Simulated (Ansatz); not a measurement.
A relaxation computed with Ansatz, from input to last step.

```yaml
crystal:
  lattice:
    - [4.1647950348, 0.0, 0.0]
    - [0.0, 4.1647950348, 0.0]
    - [0.0, 0.0, 4.0870696206]
  atoms:
    - { symbol: Ba, position: [0.5, 0.5, 0.5829917608] }
    - { symbol: Ti, position: [0.0, 0.0, 0.0979443936] }
    - { symbol: O, position: [0.0, 0.5, 0.0640753051] }
    - { symbol: O, position: [0.5, 0.0, 0.0640753051] }
    - { symbol: O, position: [0.0, 0.0, 0.5509102253] }
basis:
  ecutwfc: 420
kpoints:
  mp_grid: { grid: [8, 8, 6] }
hamiltonian:
  xc: pbe
scf:
  occupations: { method: gaussian, width: 0.02 }
output:
  forces: true
  stress: true
  eigenvalues: true
relax:
  adjacent_minimum: "off"
  f_tol: 0.008
  max_steps: 40
  cell: { stress_tol: 0.015, fix: [a, b, gamma] }
```

```bash
ansatz run input.yaml --threads 1 --pin off --max-ram 2560MiB --backend cpu --events-out ev --progress --plain --runs-dir out
```

All numbers below come from DFT PBE, scalar-relativistic, plane waves, PAW (Ansatz).

Of 10 frames 9 are shown, positions in Å and forces in eV/Å; the SCF threshold varies from step to step. Steps run on the plane waves of an earlier cell, with a Pulay correction in the pressure. The basis is chosen afresh for the last frame, the zero of the energies, and at times for earlier ones too; energy and pressure step there, also at an unchanged geometry. The mark taken_back stands on steps that the optimiser undid.

```xyz
5
Lattice="4.1648 0.0000 0.0000 0.0000 4.1648 0.0000 0.0000 0.0000 4.0871" Properties=species:S:1:pos:R:3:forces:R:3 pbc="T T T" step=1 free_energy_over_end_meV_per_atom=6.56 pressure_GPa=-9.80
Ba    2.0824    2.0824    2.3827    0.0000    0.0000    0.0290
Ti    0.0000    0.0000    0.4003    0.0000    0.0000    0.3548
O     0.0000    2.0824    0.2619    0.0000    0.0000    0.0144
O     2.0824    0.0000    0.2619    0.0000    0.0000    0.0144
O     0.0000    0.0000    2.2516    0.0000    0.0000   -0.4127
5
Lattice="4.1648 0.0000 0.0000 0.0000 4.1648 0.0000 0.0000 0.0000 4.0168" Properties=species:S:1:pos:R:3:forces:R:3 pbc="T T T" step=2 free_energy_over_end_meV_per_atom=0.33 pressure_GPa=-7.55
Ba    2.0824    2.0824    2.3567    0.0000    0.0000   -0.0758
Ti    0.0000    0.0000    0.3844    0.0000    0.0000    0.1250
O     0.0000    2.0824    0.2539    0.0000    0.0000    0.0167
O     2.0824    0.0000    0.2539    0.0000    0.0000    0.0167
O     0.0000    0.0000    2.2140    0.0000    0.0000   -0.0825
5
Lattice="4.1648 0.0000 0.0000 0.0000 4.1648 0.0000 0.0000 0.0000 3.9727" Properties=species:S:1:pos:R:3:forces:R:3 pbc="T T T" step=3 free_energy_over_end_meV_per_atom=-0.13 pressure_GPa=-6.14 taken_back
Ba    2.0824    2.0824    2.2875    0.0000    0.0000    0.1384
Ti    0.0000    0.0000    0.3917    0.0000    0.0000   -0.2567
O     0.0000    2.0824    0.2571    0.0000    0.0000    0.0655
O     2.0824    0.0000    0.2571    0.0000    0.0000    0.0655
O     0.0000    0.0000    2.2096    0.0000    0.0000   -0.0128
5
Lattice="4.1648 0.0000 0.0000 0.0000 4.1648 0.0000 0.0000 0.0000 3.9946" Properties=species:S:1:pos:R:3:forces:R:3 pbc="T T T" step=4 free_energy_over_end_meV_per_atom=-0.57 pressure_GPa=-6.81
Ba    2.0824    2.0824    2.3325    0.0000    0.0000   -0.0341
Ti    0.0000    0.0000    0.3826    0.0000    0.0000   -0.0018
O     0.0000    2.0824    0.2562    0.0000    0.0000    0.0061
O     2.0824    0.0000    0.2562    0.0000    0.0000    0.0061
O     0.0000    0.0000    2.2051    0.0000    0.0000    0.0238
5
Lattice="4.1648 0.0000 0.0000 0.0000 4.1648 0.0000 0.0000 0.0000 3.9856" Properties=species:S:1:pos:R:3:forces:R:3 pbc="T T T" step=5 free_energy_over_end_meV_per_atom=-0.75 pressure_GPa=-6.55
Ba    2.0824    2.0824    2.3192    0.0000    0.0000    0.0013
Ti    0.0000    0.0000    0.3824    0.0000    0.0000   -0.0574
O     0.0000    2.0824    0.2575    0.0000    0.0000    0.0083
O     2.0824    0.0000    0.2575    0.0000    0.0000    0.0083
O     0.0000    0.0000    2.2039    0.0000    0.0000    0.0396
5
Lattice="4.1648 0.0000 0.0000 0.0000 4.1648 0.0000 0.0000 0.0000 3.9656" Properties=species:S:1:pos:R:3:forces:R:3 pbc="T T T" step=6 free_energy_over_end_meV_per_atom=-0.88 pressure_GPa=-6.44 taken_back
Ba    2.0824    2.0824    2.2990    0.0000    0.0000   -0.0066
Ti    0.0000    0.0000    0.3612    0.0000    0.0000    0.0746
O     0.0000    2.0824    0.2627    0.0000    0.0000   -0.0138
O     2.0824    0.0000    0.2627    0.0000    0.0000   -0.0138
O     0.0000    0.0000    2.2075    0.0000    0.0000   -0.0405
5
Lattice="4.1648 0.0000 0.0000 0.0000 4.1648 0.0000 0.0000 0.0000 3.9793" Properties=species:S:1:pos:R:3:forces:R:3 pbc="T T T" step=7 free_energy_over_end_meV_per_atom=-0.88 pressure_GPa=-6.55
Ba    2.0824    2.0824    2.3124    0.0000    0.0000   -0.0005
Ti    0.0000    0.0000    0.3754    0.0000    0.0000   -0.0023
O     0.0000    2.0824    0.2593    0.0000    0.0000    0.0004
O     2.0824    0.0000    0.2593    0.0000    0.0000    0.0004
O     0.0000    0.0000    2.2055    0.0000    0.0000    0.0020
5
Lattice="4.1648 0.0000 0.0000 0.0000 4.1648 0.0000 0.0000 0.0000 3.9793" Properties=species:S:1:pos:R:3:forces:R:3 pbc="T T T" step=8 free_energy_over_end_meV_per_atom=0.02 pressure_GPa=-6.67
Ba    2.0824    2.0824    2.3124    0.0000    0.0000   -0.0005
Ti    0.0000    0.0000    0.3754    0.0000    0.0000   -0.0023
O     0.0000    2.0824    0.2593    0.0000    0.0000    0.0004
O     2.0824    0.0000    0.2593    0.0000    0.0000    0.0004
O     0.0000    0.0000    2.2055    0.0000    0.0000    0.0020
5
Lattice="4.1648 0.0000 0.0000 0.0000 4.1648 0.0000 0.0000 0.0000 3.9731" Properties=species:S:1:pos:R:3:forces:R:3 pbc="T T T" step=10 free_energy_over_end_meV_per_atom=0.00 pressure_GPa=-6.54
Ba    2.0824    2.0824    2.3075    0.0000    0.0000   -0.0011
Ti    0.0000    0.0000    0.3723    0.0000    0.0000   -0.0011
O     0.0000    2.0824    0.2595    0.0000    0.0000    0.0014
O     2.0824    0.0000    0.2595    0.0000    0.0000    0.0014
O     0.0000    0.0000    2.2047    0.0000    0.0000   -0.0006
```

It took 110 s on 1 thread of Intel(R) Xeon(R) Platinum 8488C (Sapphire Rapids), with other jobs on the host, peak memory 0.43 GiB.